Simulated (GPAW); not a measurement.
Set up this calculation in GPAW 26.7.0, as an ASE script.

| Property | Result |
| --- | --- |
| Task | equation of state |
| Functional | BLYP |
| Potentials or basis | PAW data sets generated in the run's folder for this functional |
| Cutoff | 600 eV |
| Basis | pw |
| k mesh | 6 × 6 × 6 |
| Occupations | fermi-dirac, width 0.05 eV |
| Spin | no spin polarisation |
| Eigensolver | davidson |
| Maxiter | 150 |
| Eos scales | [0.94, 0.96, 0.98, 1.0, 1.02, 1.04, 1.06] |

The system is GaSb.

```xyz
2
Lattice="0.0000 3.0590 3.0590 3.0590 0.0000 3.0590 3.0590 3.0590 0.0000" Properties=species:S:1:pos:R:3 pbc="T T T"
Sb    1.5295    1.5295    1.5295
Ga    0.0000    0.0000    0.0000
```

The input as run:

run.py

```python
from ase.eos import EquationOfState
from ase.io import Trajectory
from ase.spacegroup import crystal
from ase.units import GPa
from gpaw import GPAW, PW, setup_paths

setup_paths.insert(0, '.')

# Sb 4c
# Ga 4a
atoms = crystal(['Sb', 'Ga'],
                basis=[[0.25, 0.25, 0.25],
                       [0.0, 0.0, 0.0]],
                spacegroup=216, setting=1,  # F-43m
                cellpar=[6.118, 6.118, 6.118, 90.0, 90.0, 90.0],
                primitive_cell=True)

traj = Trajectory('eos.traj', 'w')
volumes, energies = [], []
for x in [0.94, 0.96, 0.98, 1.0, 1.02, 1.04, 1.06]:
    a = atoms.copy()
    a.set_cell(atoms.cell * x**(1 / 3), scale_atoms=True)
    calc = GPAW(mode=PW(600),
                xc='BLYP',
                kpts={'size': (6, 6, 6), 'gamma': True},
                occupations={'name': 'fermi-dirac', 'width': 0.05},
                nbands=18,
                convergence={'density': 1e-05, 'energy': 1e-05},
                eigensolver='davidson',
                maxiter=150,
                txt=f'eos-{x:.2f}.txt')
    a.calc = calc
    energies.append(a.get_potential_energy(force_consistent=True))
    volumes.append(a.get_volume())
    p = -a.get_stress()[:3].mean() / GPa
    calc.write(f'eos-{x:.2f}.gpw')
    traj.write(a)
    print(f'{x:.2f} {volumes[-1]:10.4f} A^3 {energies[-1]:14.6f} eV {p:9.3f} GPa', flush=True)

v0, e0, B = EquationOfState(volumes, energies, eos='birchmurnaghan').fit()
print(f'V0 = {v0:.4f} A^3, E0 = {e0:.6f} eV, B0 = {B / GPa:.2f} GPa')
```

Potentials or basis: PAW data sets generated in the run's folder for this functional, pw.

Command:

```sh
$ gpaw-setup -f BLYP Ga Sb
$ OMP_NUM_THREADS=1 python run.py
```

Results of the run:

* Equilibrium volume: 31.90 Å³/atom (rough: see the caveat)
* Bulk modulus: 39 GPa (rough)

Caveat: the minimum lies outside the volumes run.

Run time: 65 s on 1 thread of Arm Neoverse V1 (shared host), peak memory 0.25 GiB.
